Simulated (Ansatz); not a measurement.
A single-point run of Ansatz (plane waves, PAW) on AlP (zincblende), with the lines that name the functional removed. The cell was relaxed beforehand with r2SCAN.

```cif
data_structure
_symmetry_space_group_name_H-M 'P 1'
_symmetry_Int_Tables_number 1
_cell_length_a 3.8739
_cell_length_b 3.8739
_cell_length_c 3.8739
_cell_angle_alpha 60.000
_cell_angle_beta 60.000
_cell_angle_gamma 60.000
_cell_volume 41.11
loop_
_atom_site_label
_atom_site_type_symbol
_atom_site_fract_x
_atom_site_fract_y
_atom_site_fract_z
_atom_site_occupancy
Al1 Al 0.00000 0.00000 0.00000 1
P1 P 0.25000 0.25000 0.25000 1
```

```
Crystal: 2 atoms, lattice volume = 41.108 Å³
Basis set: ecut = 500 eV, 1037 PW (Γ)
Bands: 8, of which v1, the nominal top of the filled ones, is band 4 counted from 1 (3 counted from 0)
Symmetry: 24 space group operations
Space group: F-43m (ITA 216)
k-points: 29 of 512 (time reversal used)
SCF 1 converged in 6 iterations: F = -1301.066190 eV  dr2 = 2.79e-9
SCF converged after 6 iterations
Free energy (F): -1301.066190 eV
Fermi energy:    4.787787 eV
--- Stress (GPa, compression-positive) ---
        0.007128       0.000000       0.000000
        0.000000       0.007128       0.000000
        0.000000       0.000000       0.007128
  P = ⅓ Tr σ = 0.0071 GPa (0.071 kbar)
--- Band table (eV; the first three rows and the last of 29) ---
  k-point 0: bands = [-7.1474, 4.7878, 4.7878, 4.7878, 8.6960, 9.7346, 9.7346, 9.7346]
  k-point 1: bands = [-6.9696, 3.5766, 4.6364, 4.6364, 9.0172, 10.0288, 10.0288, 10.3620]
  k-point 2: bands = [-6.4702, 1.5787, 4.3330, 4.3330, 8.5912, 10.3438, 10.3438, 12.3191]
  k-point 28: bands = [-4.7005, -0.2026, 1.5458, 1.9359, 9.4881, 11.2227, 11.3717, 11.7077]
```

bands.tsv, columns around the gap (it counts bands from 0):
```tsv
# k_distance	band_0	band_1	band_2	band_3	band_4	band_5	band_6	band_7
# fermi_ev = 4.787787
# [0, 0, 0] at k_distance = 0.000000
# [-0.5, -0.5, 0] at k_distance = 1.146878
# [-0.375, -0.375, 0.25] at k_distance = 1.552360
# [-0.375, 0, 0.375] at k_distance = 2.254676
# [0, 0, 0.5] at k_distance = 2.956992
# [-0.5, -0.25, 0.25] at k_distance = 3.767957
# [0, 0.5, 0.5] at k_distance = 5.050205
# levels_relative_to = fermi_ev
0.000	-11.935	0.000	0.000	0.000	3.908	4.947	4.947	4.947
1.147	-9.537	-5.400	-2.165	-2.165	1.927	2.838	11.899	11.899
1.552	-9.570	-5.102	-3.484	-1.782	2.805	5.542	9.035	9.324
2.255	-9.570	-5.102	-3.484	-1.782	2.805	5.542	9.035	9.324
2.957	-10.216	-5.631	-0.789	-0.789	3.282	5.207	5.207	8.916
3.768	-9.488	-4.990	-3.242	-2.852	4.700	6.435	6.584	6.920
5.050	-9.537	-5.400	-2.165	-2.165	1.927	2.838	11.899	11.899
```
In order the rows are Γ, X, U, K, L, W, X.

Q: Which level of theory was used?
A. LDA
B. LC-ωPBE
C. r2SCAN
D. PBE

A: C. r2SCAN. The cutoff of 500 eV is the one that these potentials recommend for a meta-GGA. There is no exchange loop, so no exact exchange. The stress vanishes on a cell relaxed with r2SCAN. The r2SCAN gap is indirect, 1.93 eV (Γ to X), below the direct gap of 3.91 eV at Γ. The log narrows the family; the member has to be judged from the numbers.

Command: `ansatz run input.yaml --threads 2 --pin off --max-ram 2211MiB --backend cpu --events-out ev --progress --plain --runs-dir out`.

Calculated for a static, non-magnetic cell.
